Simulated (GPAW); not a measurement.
# Sb (R-3m) in GPAW: a series of runs, part 2 of 2

GPAW 26.7.0. Earlier steps stand in the parts before.

## Step 4: Equation of state, PBE

Input file run.py:

```python
from ase.eos import EquationOfState
from ase.io import Trajectory, read
from ase.units import GPa
from gpaw import GPAW, PW, setup_paths

setup_paths.insert(0, '.')

atoms = read('Sb.cif')

traj = Trajectory('eos.traj', 'w')
volumes, energies = [], []
for x in [0.94, 0.96, 0.98, 1.0, 1.02, 1.04, 1.06]:
    a = atoms.copy()
    a.set_cell(atoms.cell * x**(1 / 3), scale_atoms=True)
    calc = GPAW(mode=PW(600),
                xc='PBE',
                kpts={'size': (5, 5, 5), 'gamma': True},
                occupations={'name': 'fermi-dirac', 'width': 0.05},
                nbands=25,
                convergence={'density': 1e-05, 'energy': 1e-05},
                maxiter=150,
                txt=f'eos-{x:.2f}.txt')
    a.calc = calc
    energies.append(a.get_potential_energy(force_consistent=True))
    volumes.append(a.get_volume())
    p = -a.get_stress()[:3].mean() / GPa
    calc.write(f'eos-{x:.2f}.gpw')
    traj.write(a)
    print(f'{x:.2f} {volumes[-1]:10.4f} A^3 {energies[-1]:14.6f} eV {p:9.3f} GPa', flush=True)

v0, e0, B = EquationOfState(volumes, energies, eos='birchmurnaghan').fit()
print(f'V0 = {v0:.4f} A^3, E0 = {e0:.6f} eV, B0 = {B / GPa:.2f} GPa')
```

Input file Sb.cif:

```cif
data_Sb
_cell_length_a 4.50666183
_cell_length_b 4.50666183
_cell_length_c 4.50666183
_cell_angle_alpha 57.11017317
_cell_angle_beta 57.11017317
_cell_angle_gamma 57.11017317
_space_group_name_H-M_alt 'P1'
_space_group_name_Hall 'P 1'
_space_group_IT_number 1
loop_
_space_group_symop_operation_xyz
'x,y,z'
loop_
_atom_site_label
_atom_site_type_symbol
_atom_site_symmetry_multiplicity
_atom_site_Wyckoff_symbol
_atom_site_fract_x
_atom_site_fract_y
_atom_site_fract_z
_atom_site_occupancy
Sb1 Sb 1 a 0.7665100000 0.7665100000 0.7665100000 1
Sb2 Sb 1 a 0.2334900000 0.2334900000 0.2334900000 1
```

Potentials or basis: PAW data sets generated in the run's folder for this functional, pw.

Run with:

```console
> gpaw-setup -f PBE Sb
> OMP_NUM_THREADS=1 python run.py
```

Log:

```text
__  _  _
 | _ |_)|_||  |
 |__||  | ||/\| - 26.7.0

Input parameters:
  mode=PW(ecut=600.0),
  convergence={'density': 1e-05, 'energy': 1e-05},
  kpts=MonkhorstPack(size=(5, 5, 5), gamma=True),
  maxiter=150,
  nbands=25,
  occupations=Occupations(name='fermi-dirac', width=0.05),
  xc=XC(name='PBE')

Diagonalizing LCAO Hamiltonian
Converting LCAO to pw mode

                     Sb

       Sb

Atoms  # Å, Bohr magnetons
|   | symbol |        x |        y |        z |    initial magnetic moments |
|---|--------|----------|----------|----------|-----------------------------|
| 0 |     Sb | 7.058953 | 3.841491 | 2.659729 | ( 0.0000,  0.0000,  0.0000) |
| 1 |     Sb | 2.150259 | 1.170173 | 0.810192 | ( 0.0000,  0.0000,  0.0000) |

Unit cell  # Å
| periodic |        x |        y |        z |  lengths |    angles |
|----------|----------|----------|----------|----------|-----------|
|      yes | 4.414663 | 0.000000 | 0.000000 | 4.414663 | 57.110173 |
|      yes | 2.397274 | 3.707065 | 0.000000 | 4.414663 | 57.110173 |
|      yes | 2.397274 | 1.304600 | 3.469921 | 4.414663 | 57.110173 |

Number of symmetries: 12
Symmetry operations  # r_c * U_cc + t_c -> r_c
|    | kind |            matrix            |
|----|------|------------------------------|
|  0 |  E   |  1, 0, 0,  0, 1, 0,  0, 0, 1 |
|  1 |  σ   |  1, 0, 0,  0, 0, 1,  0, 1, 0 |
|  2 |  σ   |  0, 1, 0,  1, 0, 0,  0, 0, 1 |
|  3 |  C3  |  0, 1, 0,  0, 0, 1,  1, 0, 0 |
|  4 |  C3  |  0, 0, 1,  1, 0, 0,  0, 1, 0 |
[... 108 lines left out ...]

convergence criteria:
- Maximum integral of absolute [dens]ity change: 1e-05 electrons / valence electron
- Maximum [total energy] change in last 3 cyles: 1e-05 eV / valence electron
- Maximum integral of absolute [eigenst]ate change: 4e-08 eV^2 / valence electron
maximum number of iterations: 150

SCF iterations
|iter     | |      energy | eigst |  dens |
|---------|-|-------------|-------|-------|
|iter:   1| |   -8.730663 | +0.43 |       |
|iter:   2| |   -8.739052 | -1.94 | -1.68 |
|iter:   3| |   -8.738486 | -2.78 | -1.71 |
|iter:   4| |   -8.739944 | -3.34 | -2.21 |
|iter:   5| |   -8.740185 | -4.54 | -2.95 |
|iter:   6| |   -8.740211c| -5.71 | -3.53 |
|iter:   7| |   -8.740212c| -6.89 | -4.40 |
|iter:   8| |   -8.740212c| -7.48c| -4.89 |
|iter:   9| |   -8.740212c| -7.85c| -5.93c|

Converged in 9 steps
Energy contributions relative to reference atoms: (reference = -352563.119388)

Energy contributions:
  Kinetic:           7.858332
  Coulomb:          -7.807969
  Zero:              0.354581
  External:          0.000000
  Xc:               -9.144397
  Entropy:          -0.001519
  Spinorbit:         0.000000
  ----------------------------
  Free energy:      -8.740972
  Extrapolated:     -8.740212

dipole moment: (-0.000002, -0.000001, -0.000001)  # |e|*Ang

Fermi level: 7.770
Eigenvalues  # (at kpt = [0.000, 0.000, 0.000])
| band index |      eig [eV] | occ [0-2] |
|------------|---------------|-----------|
|          0 |       -21.872 |     2.000 |
|        ... |               |           |
|          7 |       -21.622 |     2.000 |
|          8 |       -21.531 |     2.000 |
|          9 |       -21.531 |     2.000 |
|         10 |        -5.492 |     2.000 |
|         11 |         3.252 |     2.000 |
|         12 |         5.476 |     2.000 |
[... 8 lines left out ...]
|         21 |        14.178 |     0.000 |
|         22 |        14.818 |     0.000 |
|        ... |               |           |
|         24 |        15.801 |     0.000 |

Gap: 0.359 eV
Transition (v -> c):
  (s=0, k=13, n=14, [0.40, 0.20, 0.20]) -> (s=0, k=9, n=15, [0.40, 0.00, 0.00])
Direct/indirect transitions are different
Direct gap: 0.686 eV
Transition at: (s=0, k=13, n=14, [0.40, 0.20, 0.20])

Stress tensor  # eV/Ang^3
|         x |         y |         z |
|-----------|-----------|-----------|
| -0.037852 |  0.004437 |  0.003072 |
|  0.004437 | -0.043591 |  0.001672 |
|  0.003072 |  0.001672 | -0.044848 |

# Writing to eos-0.94.gpw (mode='')
```

eos-0.96.txt:

```text
SCF iterations
|iter     | |      energy | eigst |  dens |
|---------|-|-------------|-------|-------|
|iter:   1| |   -8.774982 | +0.43 |       |
|iter:   2| |   -8.783222 | -1.96 | -1.69 |
|iter:   3| |   -8.783350 | -2.77 | -1.71 |
|iter:   4| |   -8.784797 | -3.33 | -2.22 |
|iter:   5| |   -8.785020 | -4.53 | -2.96 |
[... 49 lines left out ...]
  (s=0, k=13, n=14, [0.40, 0.20, 0.20]) -> (s=0, k=9, n=15, [0.40, 0.00, 0.00])
Direct/indirect transitions are different
Direct gap: 0.693 eV
Transition at: (s=0, k=13, n=14, [0.40, 0.20, 0.20])

Stress tensor  # eV/Ang^3
|         x |         y |         z |
|-----------|-----------|-----------|
| -0.028286 |  0.003745 |  0.002593 |
|  0.003745 | -0.033130 |  0.001411 |
|  0.002593 |  0.001411 | -0.034191 |

# Writing to eos-0.96.gpw (mode='')
```

It took 1.8 min on 1 thread of Arm Neoverse V2, shared host; peak memory 0.27 GiB.

What came out:

* Equilibrium volume: 31.47 Å³/atom
* Bulk modulus at fixed shape and positions: 52 GPa
* Pressure derivative of the bulk modulus: 4.5

Energy against volume, from the lowest point:
| volume (Å³/atom) | energy (meV/atom) |
| --- | --- |
| 28.393 | 59.10 |
| 28.998 | 36.70 |
| 29.602 | 20.16 |
| 30.206 | 8.89 |
| 30.810 | 2.32 |
| 31.414 | 0.00 |
| 32.018 | 1.50 |

Caveat: the cell was scaled at fixed shape and fractional positions, which overstates the stiffness of a crystal with free parameters, most of all of layers and chains. Spin-orbit coupling is left out, which matters for the levels of Sb.

## Step 5: The runs side by side

```csv
task,level,potentials or basis,spin,band path,band points,spin axis theta (degrees),spin axis phi (degrees),soc after scf,gap on the mesh (eV)
single point,TB-mBJ,"GPAW PAW data sets for LDA (gpaw-data 1.2.1), pw",off,-,-,-,-,-,0.35
band structure,PBE,"GPAW PAW data sets (gpaw-data 1.2.1), pw","SOC, no magnetisation","GLB1,BZGX,QFP1Z,LP",100,90,45,second variation,0.27
equation of state,PBE,"PAW data sets generated in the run's folder for this functional, pw",off,-,-,-,-,-,-
```

Alike in all rows: cell as given; k mesh 5 × 5 × 5; cutoff (eV) 600; smearing fermi-dirac 0.05 eV.

Caveats: a model potential gives levels but no total energy (some runs); the PAW data sets were made with another functional, which shifts forces and pressure a little (some runs); spin-orbit coupling is left out, which moves the levels of the heavy elements (some runs); an odd mesh through Γ misses points on the zone boundary, where band edges often lie (some runs); spin-orbit coupling was added after a scalar SCF, so levels and gaps hold it while energy, forces, pressure and moments don't (some runs); this program's spin-orbit splittings come out too wide for heavy elements (some runs); the mesh misses the band edges, which the band path finds closer together (some runs).

Total energies depend on the potentials used, so only differences within one code and one set of settings carry meaning.
